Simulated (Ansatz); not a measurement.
# CoO (I4/mmm) in Ansatz: further runs

Runs on CoO. Level: PBE. Tasks: single point.

All numbers are computed with Ansatz 0.2.0; they aren't measurements. Logs are shortened: lines on timing, memory, paths and dates and some standing lists are left out, and cuts for length are marked.

## (1) The crystal as given

It takes space group I4/mmm (No. 139, tetragonal). Conventional cell: a = 3.016 Å, b = 3.016 Å, c = 4.214 Å, α = 90.00°, β = 90.00°, γ = 90.00°. Co (site symmetry 4/mmm) is surrounded by 6 O at 2.11 to 2.13 Å. O (site symmetry 4/mmm) has 6 Co at 2.11 to 2.13 Å as nearest neighbours.

## (2) Single point, PBE, collinear spin, program default start, total moment locked

File input.yaml:

```yaml
crystal:
  lattice:
    - [-1.508, 1.508, 2.1072475377]
    - [1.508, -1.508, 2.1072475377]
    - [1.508, 1.508, -2.1072475377]
  atoms:
    - { symbol: Co, position: [0.0, 0.0, 0.0] }
    - { symbol: O, position: [0.5, 0.5, 0.0] }
kpoints:
  mp_grid: { grid: [12, 12, 12] }
scf:
  occupations: { method: fermi_dirac, width: 0.05 }
hamiltonian:
  xc: pbe
  pseudopotentials: { kind: all_electron, lapw: { basis_error: 0.001 } }
magnetization:
  spin_polarized: true
  initial_magnetization: 0.0
  spin_locking: { lock_magnetization: hard }
output:
  forces: true
  stress: true
  eigenvalues: true
```

Potentials or basis: all-electron LAPW, scalar-relativistic.

The run is started by

```console
> ansatz run input.yaml --threads 2 --pin off --max-ram 6144MiB --backend cpu --events-out ev --progress --plain --runs-dir out
```

Standard output:

```text
Warning: RAYON_NUM_THREADS=2 ignored (pool sized by the plan → 2); use --threads N
LAPW: plane waves up to 9.838 Å⁻¹, error target 1.0e-3 eV per atom; small_component_spin mean_spin; O in spheres of 0.955 Å, 8 of its electrons in bands, Dirac shells []; Co in spheres of 1.152 Å, 17 of its electrons in bands, Dirac shells [] (how accurate: hamiltonian.pseudopotentials.lapw.basis_error, Limitations)
Engine: ansatz 0.2.0, x86_64-unknown-linux-gnu
Pseudopotentials: kind: all_electron
Pseudopotential: Co, LAPW, valence charge 17, lapw/all_electron/scalar/gaussian/Co, Koelling and Harmon's equation, gaussian nucleus
Pseudopotential: O, LAPW, valence charge 8, lapw/all_electron/scalar/gaussian/O, Koelling and Harmon's equation, gaussian nucleus
Functional definition: PBE
  parameter kappa = 0.804
  parameter beta = 0.06672455060314922
  exchange = pbe_x(kappa = kappa, mu = beta*pi^2/3)
  correlation = pbe_c(beta = beta)
Crystal: 2 atoms, lattice volume = 19.168 Å³
Basis set: ecut = 368.7719433335721 eV, 323 PW (Γ), exchange–correlation at level 2
Bands: 17, of which v1, the nominal top of the filled ones, is band 13 counted from 1 (12 counted from 0)
Symmetry: 16 space group operations
Space group: I4/mmm (ITA 139), of the structure as read, at distance tolerance 2.7e-5 Å
k-points: 163 of 1728
Non-local potential: Co, projectors of the file, none
Non-local potential: O, projectors of the file, none
Initial density: superposition of atomic densities (chi_scale 0.1, normalization cell, long waves kept (reshape's long-wave potential 0.00 eV rms))
Initial wavefunctions: plane waves of lowest kinetic energy (no species holds an atomic orbital)
Functional: x = pbe(κ = 0.804, μ = 0.2195149727645171), c = pbe(β = 0.06672455060314922)
iter 1 solved again at ethr=2.42e-3 eV; its pass at ethr=1.00e-1 eV (dr2=6.06e-1 eV) is discarded
SCF iter   1: F=—  HF=-39964.380900 eV  |F-HF|=—  |Δ(HF+E_count)|=         —  Δρ=2.94e-2 (↑2.94e-2 ↓2.94e-2)  dr2=6.05e-1  dr2_m=0.00e0  M=0.000 μB ∫|m|=0.000 μB  β_m=0.30  ethr=2.42e-3  ⟨swp⟩=2.0  Hψ=18483  notcnv=0
preconditioner: auto → none  [metal: Δε(μ)=0.003 eV  Ē_g=12.197 eV  σ=0.050 eV  W_gap=0.01  n_scr=8 (ndim 8)  ℏωp=32.8 eV  f_vac=0.000  D(μ)=3.48/eV (n_scr^D=58)  sad-step TF]
SCF iter   2: F=—  HF=-39964.060232 eV  |F-HF|=—  |Δ(HF+E_count)|=   3.21e-1  Δρ=1.61e-2 (↑1.61e-2 ↓1.61e-2)  dr2=1.84e-1  dr2_m=0.00e0  M=0.000 μB ∫|m|=0.000 μB  β_m=0.43  ethr=2.42e-3  ⟨swp⟩=2.0  Hψ=8476  notcnv=0
SCF iter   3: F=—  HF=-39964.014810 eV  |F-HF|=—  |Δ(HF+E_count)|=   4.54e-2  Δρ=7.64e-3 (↑7.64e-3 ↓7.64e-3)  dr2=4.74e-2  dr2_m=0.00e0  M=0.000 μB ∫|m|=0.000 μB  β_m=0.56  ethr=7.38e-4  ⟨swp⟩=2.0  Hψ=8466  notcnv=0
SCF iter   4: F=—  HF=-39964.060554 eV  |F-HF|=—  |Δ(HF+E_count)|=         —  Δρ=8.51e-3 (↑8.51e-3 ↓8.51e-3)  dr2=6.00e-2  dr2_m=0.00e0  M=0.000 μB ∫|m|=0.000 μB  β_m=0.56  ethr=1.89e-4  ⟨swp⟩=2.0  Hψ=8474  notcnv=0
the basis was enlarged: its passes take 2.2 MiB over the memory plan, 2 of 2 planned eigensolver slots
iter 5 solved again at ethr=3.79e-7 eV; its pass at ethr=1.89e-4 eV (dr2=9.47e-5 eV) is discarded
[... 72 lines left out ...]
the basis was enlarged: its passes take 4.2 MiB over the memory plan, 2 of 2 planned eigensolver slots
SCF iter   2: F=—  HF=-39964.085266 eV  |F-HF|=—  |Δ(HF+E_count)|=   2.05e-2  Δρ=5.45e-3 (↑5.45e-3 ↓5.45e-3)  dr2=2.25e-2  dr2_m=1.44e-4  M=-0.000 μB ∫|m|=0.725 μB  ethr=4.00e-6  ⟨swp⟩=3.0  Hψ=107829  notcnv=0
SCF iter   3: F=—  HF=-39964.066815 eV  |F-HF|=—  |Δ(HF+E_count)|=   1.85e-2  Δρ=1.10e-3 (↑1.10e-3 ↓1.10e-3)  dr2=9.18e-4  dr2_m=4.07e-6  M=0.000 μB ∫|m|=0.740 μB  ethr=4.00e-6  ⟨swp⟩=3.0  Hψ=96605  notcnv=0
SCF iter   4: F=—  HF=-39964.065772 eV  |F-HF|=—  |Δ(HF+E_count)|=   1.04e-3  Δρ=4.52e-4 (↑4.52e-4 ↓4.52e-4)  dr2=1.72e-4  dr2_m=2.89e-7  M=-0.000 μB ∫|m|=0.714 μB  ethr=4.00e-6  ⟨swp⟩=2.0  Hψ=83508  notcnv=0
an SCF along what the orbitals of the run's state read of its open shells (or to have them read: on a GPU, or by another smearing), with 14 of the crystal's symmetry operations given up (868 k-points in place of 163), reached no lower state that the run goes on to. This is no proof of a minimum
SCF converged after 2 iterations
Stability not told: the lowest value that the SCF's own minimisation read on its close, 1.1e-1 (residual 3.2e-3), is positive but too near zero to vouch for directions that it does not look along: no lower mode is shown, and none is ruled out
Magnetization: 0.0000 μB (12.5000 up, 12.5000 down)
Absolute magnetization: 0.7368 μB (∫|ρ↑−ρ↓|)
Spin contamination: 0.4568 ħ² per cell (⟨S²⟩ above its minimum at these occupations)
Per-site moments (μB) at R_I (Å): [(1.1801600763305942e-7, 1.1520242239312934), (-1.4266746983793155e-7, 0.9552232823682718)]
Free energy (F): -39964.064734 eV
Harris-Foulkes:  -39964.064734 eV  (|F-HF|=4.37e-11)
Internal energy: -39964.042988 eV  (E = F + TS)
E sigma→0 (E₀):  -39964.053861 eV
Entropy (-TS):   -0.021745 eV (-10.873 meV/atom)
Fermi energy:    14.230606 (↑ 14.230605, ↓ 14.230607) eV
--- Per-component energies (eV) ---
  E_band       = -1277.247924
  E_kinetic    = 40519.122950
  E_xc         = -1855.928930
  E_electrostatic = -78627.237009  (all electrons and nuclei)
  E_smearing   = -0.021745  (= −TS)
  E_closure    = 0.000000  (closes the sum)
  E_atoms      = -39950.192766  (free atoms, spherical and without spin; not in F)
  Σ components = -39964.064734   (vs F -39964.064734, Δ=0.00e0)
  Basis errors (estimates in eV, not in F): energy 4.0e-4 per atom: plane waves 3.3e-4 (1.8e-4 summed), levels above the bands 1.2e-115, relativity 4.5e-8, radial functions 6.5e-5, core shells 1.0e-8; eigenvalues (radial functions only) 2.0e-6; not estimated: angular momenta, meshes, grids; target (lapw.basis_error) 1.0e-3; muffin-tin radii O 0.955 Å, Co 1.152 Å
--- Forces (eV/Å), atoms counted from 1 ---
  atom   1  Co     0.00000000     0.00000000    -0.00000000
  atom   2  O     -0.00000000     0.00000000     0.00000000
  max |Σ_I F_I| component: 9.07e-30 eV/Å
--- Stress (GPa, compression-positive) ---
      -14.566046       0.000000       0.000000
        0.000000     -14.882686      -0.000030
        0.000000      -0.000030     -15.253213
  P = ⅓ Tr σ = -14.9006 GPa (-149.006 kbar)
--- Band table (eV; the first three rows and the last of 952) ---
  k-point 0 ↑: bands = ["-493.3441", "-80.5636", "-43.9768", "-43.8239", "-43.7960", "-6.2314", "10.7843", "10.8383", "10.8404", "12.2837", "12.4319", "12.7299", "13.2373", "13.2747", "15.4374", "31.0748", "32.6970"]
  k-point 1 ↑: bands = ["-493.3441", "-80.5632", "-43.9779", "-43.8257", "-43.7979", "-6.1394", "9.9815", "10.5867", "10.6524", "12.2898", "12.6698", "12.9507", "13.2744", "13.6534", "16.0824", "29.8532", "32.0091"]
  k-point 2 ↑: bands = ["-493.3441", "-80.5622", "-43.9811", "-43.8310", "-43.8026", "-5.8921", "8.7197", "10.2234", "10.3027", "12.1540", "13.0434", "13.3440", "13.3804", "14.0628", "17.6351", "28.5216", "30.2773"]
  k-point 475 ↓: bands = ["-493.3441", "-80.5580", "-44.0156", "-43.8418", "-43.8131", "-4.9767", "7.2723", "9.6343", "9.6366", "11.6285", "13.2902", "13.3410", "14.0345", "14.3062", "20.6393", "24.1626", "26.3642"]
```

Wall time 32 min (2 threads of Intel Xeon at 2.50GHz (Skylake/Cascade Lake), shared host); peak memory 3.7 GiB.

What came out:

- Free energy: -39964.0647 eV
- Absolute moment: 0.74 μB per cell

Caveat: the total moment is fixed, so each spin has its own Fermi level.

## (3) Single point, PBE, collinear spin, ferromagnetic start

Changes to input.yaml since step 2:

```diff
@@ -6,3 +6,3 @@
   atoms:
-    - { symbol: Co, position: [0.0, 0.0, 0.0] }
+    - { symbol: Co, position: [0.0, 0.0, 0.0], spin: 0.5 }
     - { symbol: O, position: [0.5, 0.5, 0.0] }
@@ -17,3 +17,3 @@
   spin_polarized: true
-  initial_magnetization: 0.0
+  initial_magnetization: 0.5
   spin_locking: { lock_magnetization: hard }
```

Potentials or basis: all-electron LAPW, scalar-relativistic.

The run is started by

```console
> ansatz run input.yaml --threads 2 --pin off --max-ram 6144MiB --backend cpu --events-out ev --progress --plain --runs-dir out
```

Run time: 30 min. Hardware: 2 threads of Intel Xeon at 2.50GHz (Skylake/Cascade Lake), shared host; peak memory 3.7 GiB.

The run converged. Its results:

* Free energy: -39964.1063 eV
* Pressure: -14.3 GPa
* Absolute moment: 0.80 μB per cell
* Site moments: Co +0.51; O -0.01 μB

Stress tensor (GPa, compression positive):
```
-14.17   0.00   0.00
  0.00 -14.32   0.31
  0.00   0.31 -14.48
```

Caveat: the total moment is fixed, so each spin has its own Fermi level.
